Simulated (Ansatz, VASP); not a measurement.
# Two plane-wave programs on Al

```
Al
1.0
     2.78433    0.00000    0.00000
    -1.39217    2.41130    0.00000
     0.00000    0.00000    4.96567
Al
2
Direct
  0.66667 0.33333 0.75000
  0.33333 0.66667 0.25000
```

This isn't the form of Al at room conditions, which is fcc.

Alike in both runs: task single point; functional LDA; k mesh 14 × 14 × 7; occupations fermi-dirac, width 0.15 eV; no spin polarisation.

|  | VASP | Ansatz |
| --- | --- | --- |
| version | VASP 6.6.1 | Ansatz 0.2.0 |
| potentials or method | VASP PAW LDA potentials, release 64 (Al) | plane waves, PAW |
| plane-wave cutoff (eV) | 520 | 520 |
| valence electrons in the cell | 6 | 6 |

|  | VASP | Ansatz | Ansatz less VASP |
| --- | --- | --- | --- |
| pressure (GPa) | -2.4 | -2.5 | -0.06 |
| largest component of the traceless stress (GPa) | 2.63 | 2.61 | -0.021 |
